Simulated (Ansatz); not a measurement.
# Ir: under pressure

One table from this session's results is given with a row withheld; the runs are named, their logs left out.

Program: Ansatz 0.2.0. Level of theory: DFT PBEsol, scalar-relativistic, plane waves, PAW. These are calculated values, not measurements.

1 further run of the same task is left out (set aside as unsound or not needed).

**The structure to begin with**

Symmetry: Fm-3m, No. 225, cubic system. Conventional cell: a = 3.830 Å, b = 3.830 Å, c = 3.830 Å, α = 90.00°, β = 90.00°, γ = 90.00°. Around Ir (site symmetry m-3m) lie 12 Ir at 2.71 Å.

Coordinates:

```xyz
1
Lattice="0.0000 1.9151 1.9151 1.9151 0.0000 1.9151 1.9151 1.9151 0.0000" Properties=species:S:1:pos:R:3 pbc="T T T"
Ir    0.0000    0.0000    0.0000
```

It goes back to an entry of the Materials Project.

This cell was relaxed beforehand with the same method: volume 14.05 Å³/atom, gap on the mesh none (metal).

The first run:

File input.yaml:

```yaml
crystal:
  lattice:
    - [0.0, 1.9215524586, 1.9215524586]
    - [1.9215524586, 0.0, 1.9215524586]
    - [1.9215524586, 1.9215524586, 0.0]
  atoms:
    - { symbol: Ir, position: [0.0, 0.0, 0.0] }
basis:
  ecutwfc: 420
kpoints:
  mp_grid: { grid: [18, 18, 18] }
hamiltonian:
  xc: pbesol
scf:
  occupations: { method: gaussian, width: 0.1 }
output:
  forces: true
  stress: true
  eigenvalues: true
relax:
  adjacent_minimum: "off"
  f_tol: 0.008
  max_steps: 50
  cell: { stress_tol: 0.08, p_target: -1.0 }
```

On the command line:

```bash
$ ansatz run input.yaml --threads 1 --pin off --max-ram 2560MiB --backend cpu --events-out ev --progress --plain --runs-dir out
```

Among the steps run: -1 GPa; Target pressure 1 GPa; 4 GPa; Target pressure 12 GPa; Relaxing at 25 GPa; Relaxing at 50 GPa; Relaxing at 90 GPa.

One of the session's tables, all rows but one given; the rest of the session is left out.

It belongs to the step «Volume, cell and gap against pressure». Lengths are those of the vectors of the cell that was run:

```
P (GPa)  V (Å³/atom)  a (Å)  b (Å)  c (Å)  ΔH (eV/atom)
     -1        14.09  2.711  2.711  2.711        -0.088
      0        14.05  2.708  2.708  2.708         0.000
      1        14.01  2.706  2.706  2.706         0.088
      4        13.91  2.699  2.699  2.699         0.349
     12        13.65  2.682  2.682  2.682         1.037
     25            ?      ?      ?      ?             ?
     50        12.70  2.619  2.619  2.619         4.154
     90        12.00  2.570  2.570  2.570         7.229
```

Q: Estimate the row for P (GPa) = 25 from the others.

Worked estimate for «V (Å³/atom)». A straight line through the neighbours (12, 13.65) and (50, 12.70) gives 13.65 + (12.70 − 13.65) × (25 − 12) / (50 − 12) = 13.32; a parabola fitted to 4 rows on both sides gives 13.30.

As computed: V (Å³/atom): 13.28; a (Å): 2.658; b (Å): 2.658; c (Å): 2.658; ΔH (eV/atom): 2.129. In «V (Å³/atom)» the line misses by +0.04 and the parabola by +0.02.

ΔH is E + PV over the energy at zero pressure; a, b and c are the vectors of the computed cell. 

To keep in mind: Other structures may take over in this range; these runs cannot find them.
